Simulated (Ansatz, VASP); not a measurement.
## One calculation of MgO, two programs

The input INCAR:

```
PREC     = Accurate       # precision mode
ENCUT    = 520            # plane-wave cutoff, eV
EDIFF    = 1E-6           # SCF threshold, eV
ISMEAR   = -1             # smearing method
SIGMA    = 0.02           # smearing width, eV
LREAL    = F              # projectors in reciprocal space
LASPH    = T              # aspherical terms in the spheres
NELM     = 100            # most SCF steps
ALGO     = Normal         # electronic algorithm
ISIF     = 2              # what is computed and relaxed
LWAVE    = F              # write WAVECAR
LCHARG   = F              # write CHGCAR
GGA      = PE             # functional
NBANDS   = 16             # bands
```

The input KPOINTS:

```
regular mesh
0
Gamma
  12 12 6
```

File POSCAR:

```
MgO
1.0
    3.3424728383      0.0000000000      0.0000000000
   -1.6712364192      2.8946663894      0.0000000000
    0.0000000000      0.0000000000      4.8116146016
Mg O
2 2
Direct
    0.3333333333      0.6666666667     -0.0205165972
    0.6666666667      0.3333333333      0.4794834028
    0.3333333333      0.6666666667      0.3955165972
    0.6666666667      0.3333333333      0.8955165972
```

Input for Ansatz:

```yaml
crystal:
  lattice:
    - [3.3424728383, 0.0, 0.0]
    - [-1.6712364192, 2.8946663894, 0.0]
    - [0.0, 0.0, 4.8116146016]
  atoms:
    - { symbol: Mg, position: [0.3333333333, 0.6666666667, -0.0205165972] }
    - { symbol: Mg, position: [0.6666666667, 0.3333333333, 0.4794834028] }
    - { symbol: O, position: [0.3333333333, 0.6666666667, 0.3955165972] }
    - { symbol: O, position: [0.6666666667, 0.3333333333, 0.8955165972] }
kpoints:
  mp_grid: { grid: [12, 12, 6] }
  band_path:
    path:
      - [0.0, 0.0, 0.0]
      - [0.5, 0.0, 0.0]
      - [0.3333333333, 0.3333333333, 0.0]
      - [0.0, 0.0, 0.5]
      - [0.5, 0.0, 0.5]
      - [0.3333333333, 0.3333333333, 0.5]
    npoints: 1
hamiltonian:
  xc: pbe
scf:
  occupations: { method: fermi_dirac, width: 0.02 }
  n_extra_bands: 5
output:
  forces: true
  stress: true
  eigenvalues: true
```

Change from the starting cell: epitaxial_xy strain +1.7%.

Alike in both runs: task single point; functional PBE; k mesh 12 × 12 × 6; occupations fermi-dirac, width 0.02 eV; no spin polarisation.

|  | VASP | Ansatz |
| --- | --- | --- |
| version | VASP 6.6.1 | Ansatz 0.2.0 |
| potentials or method | VASP PAW PBE potentials, release 64 (Mg, O) | plane waves, PAW |
| plane-wave cutoff (eV) | 520 | 420 |
| valence electrons in the cell | 16 | 32 |

```tsv
	VASP	Ansatz	Ansatz less VASP
gap on the k mesh at the Fermi level (eV)	3.36	3.38	+0.020
pressure (GPa)	3.4	3.8	+0.40
largest component of the traceless stress (GPa)	0.09	0.06	-0.026
rms of the force components (eV/Å)	0.015	0.015	-0.0003
```

Atom by atom the forces differ by 0.000 eV/Å (rms over components). The functional is the same, so the differences come from potentials, cutoffs and numerics. The two sets of potentials don't hold the same shells in valence.

A k mesh can miss the band edges.
